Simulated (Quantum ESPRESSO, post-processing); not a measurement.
# AlN/Al(1-x)Ga(x)N (10-10) interfaces, on the lattice of AlN: a series in the share x of Ga, part 9 of 9

Aim: how the results for AlN/Al(1-x)Ga(x)N (10-10) interfaces, on the lattice of AlN change with the share x of Ga.

Quantum ESPRESSO 7.5; plane-wave DFT, LDA, GBRV ultrasoft pseudopotentials.

So far. Step 19 (Relaxing cell and ions, 1):  The last row is no step: it is a fresh SCF in the final cell with a new plane-wave basis, -16 meV from the row before.

## Step 21: Self-consistent run, 1

System of this step: AlN/Al(1-x)Ga(x)N (10-10) superlattice, x = 4/4. The cell holds 32 atoms: 8 Al, 16 N and 8 Ga. Its edges and angles: a = 3.092 Å, b = 4.952 Å, c = 21.842 Å, α = 90.0°, β = 90.0°, γ = 90.0°. The structure's axis is c.

m3.scf.in

```
&control
  prefix = 'm3.scf'
  outdir = './out'
  pseudo_dir = './pseudo'
  calculation = 'scf'
  tprnfor = .true.
/
&system
  ibrav = 0
  nat = 32
  ntyp = 3
  ecutwfc = 40
  ecutrho = 200
  occupations = 'smearing'
  smearing = 'fd'
  degauss = 0.002
/
&electrons
  conv_thr = 1e-08
  mixing_beta = 0.4
  electron_maxstep = 160
  mixing_mode = 'TF'
  mixing_ndim = 12
/
ATOMIC_SPECIES
  Al  26.9815  al_lda_v1.uspp.F.UPF
  N   14.0070  n_lda_v1.2.uspp.F.UPF
  Ga  69.7230  ga_lda_v1.4.uspp.F.UPF
CELL_PARAMETERS angstrom
  3.09241662500000 0.00000000000000 0.00000000000000
  0.00000000000000 4.95246770000000 -0.00000107500000
  0.00000000000000 0.00000000000000 21.84190169200000
ATOMIC_POSITIONS crystal
  Al  0.500000000000 0.500114910800 0.000000000000
  N   0.500000000000 0.881885129000 -0.000000085805
  Al  0.000000000000 0.000115037000 0.040870838614
  N   0.000000000000 0.381884923800 0.040870992004
  Al  0.000000000000 0.500114911100 0.122613385564
  N   0.000000000000 0.881885128700 0.122613299833
  Al  0.500000000000 0.000115036100 0.163484224619
  N   0.500000000000 0.381884923300 0.163484378058
  Al  0.500000000000 0.500114910800 0.245226771667
  N   0.500000000000 0.881885129000 0.245226685862
  Al  0.000000000000 0.000115037000 0.286097610281
  N   0.000000000000 0.381884923800 0.286097763671
  Al  0.000000000000 0.500114911100 0.367840157231
  N   0.000000000000 0.881885128700 0.367840071500
  Al  0.500000000000 0.000115036100 0.408710996287
  N   0.500000000000 0.381884923300 0.408711149725
  Ga  0.500000000000 0.499022192700 0.490453543334
  N   0.500000000000 0.882977687700 0.489843495081
  Ga  0.000000000000 -0.000977811700 0.533608458486
  N   0.000000000000 0.382977993500 0.534218717589
  Ga  0.000000000000 0.499022142300 0.617840411968
  N   0.000000000000 0.882977967800 0.617230141960
  Ga  0.500000000000 -0.000977836300 0.660995314763
  N   0.500000000000 0.382977664000 0.661605373666
  Ga  0.500000000000 0.499022192700 0.745226771667
  N   0.500000000000 0.882977687700 0.744616723414
  Ga  0.000000000000 -0.000977811700 0.788381686819
  N   0.000000000000 0.382977993500 0.788991945922
  Ga  0.000000000000 0.499022142300 0.872613640301
  N   0.000000000000 0.882977967800 0.872003370293
  Ga  0.500000000000 -0.000977836300 0.915768543096
  N   0.500000000000 0.382977664000 0.916378601999
K_POINTS automatic
  6 5 1 0 0 0
```

Run with:

```bash
$ OMP_NUM_THREADS=1 mpirun -n 4 pw.x -nk 2 -in m3.scf.in > m3.scf.out
```

What it wrote:

```text
[banner, memory and clock lines left out]
Program PWSCF v.7.5 starts
[...]
Message from routine setup:
[...]
number of electrons       =       256.00
     number of Kohn-Sham states=          154
     kinetic-energy cutoff     =      40.0000  Ry
     charge density cutoff     =     200.0000  Ry
[...]
number of k points=    12  Fermi-Dirac smearing, width (Ry)=  0.0020
[...]
Dense  grid:   107741 G-vectors     FFT dimensions: (  27,  45, 192)
[...]
Starting wfcs are  192 randomized atomic wfcs
[...]
estimated scf accuracy    <    4558.23678051 Ry
[...]
negative rho (up, down):  1.193E-01 0.000E+00
[...]
estimated scf accuracy    <    3188.92949493 Ry
[...]
negative rho (up, down):  2.440E-03 0.000E+00
[...]
estimated scf accuracy    <     293.16020813 Ry
[...]
estimated scf accuracy    <      33.58291966 Ry
[...]
estimated scf accuracy    <     279.65811540 Ry
[...]
negative rho (up, down):  6.790E-06 0.000E+00
[...]
estimated scf accuracy    <     148.40665388 Ry
[...]
negative rho (up, down):  3.708E-05 0.000E+00
[...]
estimated scf accuracy    <       5.67290146 Ry
[...]
negative rho (up, down):  1.302E-02 0.000E+00
[...]
estimated scf accuracy    <       1.94858251 Ry
[...]
negative rho (up, down):  4.468E-03 0.000E+00
[...]
estimated scf accuracy    <       0.92535727 Ry
[...]
negative rho (up, down):  4.033E-03 0.000E+00
[...]
estimated scf accuracy    <       0.80103013 Ry
[...]
negative rho (up, down):  2.820E-04 0.000E+00
[...]
estimated scf accuracy    <       0.57467959 Ry
[...]
estimated scf accuracy    <       0.51058102 Ry
[...]
estimated scf accuracy    <       0.39725989 Ry
[...]
estimated scf accuracy    <       0.29649022 Ry
[...]
estimated scf accuracy    <       0.18949706 Ry
[...]
estimated scf accuracy    <       0.16536505 Ry
[...]
estimated scf accuracy    <       0.15674325 Ry
[...]
estimated scf accuracy    <       0.09176116 Ry
[...]
estimated scf accuracy    <       0.01828952 Ry
[...]
estimated scf accuracy    <       0.00071596 Ry
[...]
estimated scf accuracy    <       0.00019375 Ry
[...]
estimated scf accuracy    <       0.00003164 Ry
[...]
estimated scf accuracy    <       0.00000512 Ry
[...]
estimated scf accuracy    <       0.00000253 Ry
[...]
estimated scf accuracy    <       0.00000350 Ry
[...]
estimated scf accuracy    <       0.00000137 Ry
[...]
estimated scf accuracy    <       0.00000009 Ry
[...]
estimated scf accuracy    <       0.00000003 Ry
[...]
estimated scf accuracy    <       0.00000002 Ry
[...]
the Fermi energy is    11.2009 ev
!    total energy              =   -3697.86366227 Ry
     estimated scf accuracy    <          8.9E-09 Ry
     smearing contrib. (-TS)   =       0.00000000 Ry
     internal energy E=F+TS    =   -3697.86366227 Ry
[...]
one-electron contribution =   -8886.93323150 Ry
     hartree contribution      =    4582.95738618 Ry
     xc contribution           =    -504.98911878 Ry
     ewald contribution        =    1111.10130183 Ry
     convergence has been achieved in  30 iterations
[...]
Total force =     0.061151     Total SCF correction =     0.000831
[...]
```

Elapsed: 6.7 min, on 4 MPI ranks of Arm Neoverse V2, shared host; peak memory 1 GiB.

Read from the output:

```
free energy  : -50311.9982 eV
Fermi energy : 11.20 eV
```

## Step 22: The line-up

Read from the output:

| Item | Value |
| --- | --- |
| mean potential in the stack, first crystal | 3.322 eV |
| slope of the running mean in the stack, first crystal | -4.60e-4 eV/Å |
| mean potential in the stack, second crystal | 3.295 eV |
| valence top over the bulk's mean potential, second crystal | 6.650 eV |
| conduction bottom over the bulk's mean potential, second crystal | 8.972 eV |
| slope of the running mean in the stack, second crystal | -3.44e-4 eV/Å |
| period along the stack, second crystal | 5.565 Å |

## Step 23: The series side by side

The series in one table:

```
the share x of Ga  valence offset (eV)  conduction offset (eV)  gap of the second crystal on the mesh (eV)  period of the second crystal (Å)
             0.25               0.3213                 -0.2731                                       3.761                             5.405
              0.5               0.5002                 -0.6442                                       3.211                             5.459
             0.75               0.6345                 -0.9245                                       2.796                              5.51
                1               0.9792                  -1.054                                       2.322                             5.565
```

## Step 24: A check by hand

For the member at 1: valence offset = (6.650 + 3.295) − (5.643 + 3.322) = 0.980 eV, each valence top over its crystal's mean potential plus that mean in the stack.

A least-squares line through the valence offset has a slope of 0.843 eV per unit of the series and misses single members by up to 0.080 eV.

## Step 25: Summary of results

```json
{
 "valence offset, at 0.25 and at 1": "0.32, 0.98 eV",
 "conduction offset, at 0.25 and at 1": "-0.27, -1.05 eV",
 "gap of the second crystal on the mesh, at 0.25 and at 1": "3.76, 2.32 eV",
 "period of the second crystal, at 0.25 and at 1": "5.40, 5.56 Å"
}
```

In words: The series holds 4 members (LDA, GBRV ultrasoft). From 0.25 to 1 the valence offset rises from 0.32 to 0.98 eV. From 0.25 to 1 the conduction offset falls from -0.27 to -1.05 eV. From 0.25 to 1 the gap of the second crystal on the mesh falls from 3.76 to 2.32 eV. From 0.25 to 1 the period of the second crystal rises from 5.40 to 5.56 Å. Ordered cells stand for random alloys; interfaces are abrupt and unrelaxed; gaps of this level are too small; no spin-orbit coupling; edges are those of the mesh.

[Logs are printed without paths, hosts, clocks, repeated set-up lines and the standing remarks that a program may print on its own settings, such as how far it seeks lower states.]

[Hosts, paths, dates, database ids (printed as entryN), source tags and the programs' standing remarks are cut or masked in the printed files.]

[Maps of the electrostatic potential energy from Ansatz leave out the sawtooth potential of an applied field or a dipole correction, so their vacuum need not be flat; planar profiles and work functions include it.]
